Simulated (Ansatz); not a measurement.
# ZnSe: the cost of one run

Program: Ansatz 0.2.0. Level of theory: DFT PBE, scalar-relativistic, plane waves, PAW. These are calculated values, not measurements.

4 further runs of the same task are left out: 4 set aside as unsound or not needed.

### Step 1. The structure to begin with

The cell holds 32 atoms (OSe15Zn16): a = 9.928 Å, b = 9.928 Å, c = 9.928 Å, α = 109.47°, β = 109.47°, γ = 109.47°.

The coordinates of this cell stand in the input of its own run.

The host was relaxed before at PBE: a = 5.732 Å, b = 5.732 Å, c = 5.732 Å, α = 90.00°, β = 90.00°, γ = 90.00° (conventional cell), 23.538 Å³/atom.

Places, in fractions of the supercell: O in place of Se at (0.250, 0.000, 0.000). The start keeps the symmetry of the ideal site.

### Step 2. Band edges of the host over the zone

Contents of input.yaml:

```yaml
crystal:
  lattice:
    - [0.0, 2.8658805314, 2.8658805314]
    - [2.8658805314, 0.0, 2.8658805314]
    - [2.8658805314, 2.8658805314, 0.0]
  atoms:
    - { symbol: Zn, position: [0.0, 0.0, 0.0] }
    - { symbol: Se, position: [0.75, 0.75, 0.75] }
basis:
  ecutwfc: 420
  xc_grid: 2
kpoints:
  mp_grid: { grid: [8, 8, 8] }
  band_path: { path: [VBM, CBM], npoints: 2 }
hamiltonian:
  xc: pbe
scf:
  occupations: { method: gaussian, width: 0.02 }
output:
  forces: true
  stress: true
  eigenvalues: true
```

The run is started by

```bash
$ ansatz run input.yaml --threads 8 --pin off --max-ram 16384MiB --backend cpu --events-out ev --progress --plain --runs-dir out
```

Q: Estimate wall time and peak memory on 8 threads of Arm Neoverse V1, shared host.

About 2 s, with a peak of 0.39 GiB.
